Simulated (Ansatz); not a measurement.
## CdS: energy along a strain

CdS, F-43m, a = 5.820 Å (as given, not relaxed at this level: 1.9 GPa). This isn't the usual stable structure of the compound. Ansatz: r2SCAN, PAW, 500 eV, Γ-centred 8×8×8 mesh on 2 atoms, Gaussian smearing 0.05 eV; no spin polarisation. Cell vectors (Å): 0.000 2.910 2.910; 2.910 0.000 2.910; 2.910 2.910 0.000. The cell is strained by x per cent times the pattern (0 0 0 0 1 0) in the order xx yy zz yz xz xy (engineering shears), with fractional coordinates held. y is the free energy over the start, V0 = 24.642 Å³/atom. Symmetry makes y even in x.

```tsv
x (%)	y (meV/atom)
-6.00	?
-3.00	4.07
0.00	0.00
0.75	0.25
1.50	1.01
2.25	2.28
3.75	6.36
4.50	9.17
5.25	12.49
```

Question: Fit y = c2 x² + c4 x⁴ to the other rows, get the stiffness along the pattern, and predict the missing energy.

Answer: Least squares on the rows shown. y = 0.45121 x² + 7.2898×10⁻⁵ x⁴. The clamped-ion stiffness p·C·p = 2 × 4.512 eV × 160.2 / 24.642 Å³ = 59 GPa, which is C55 in these axes (C44 of the cubic crystal) (second derivative at the start, which stands under stress). At x = -6.00 the fit asked for gives 16.34 meV/atom. The run gave 16.34 meV/atom, the same to the digits shown.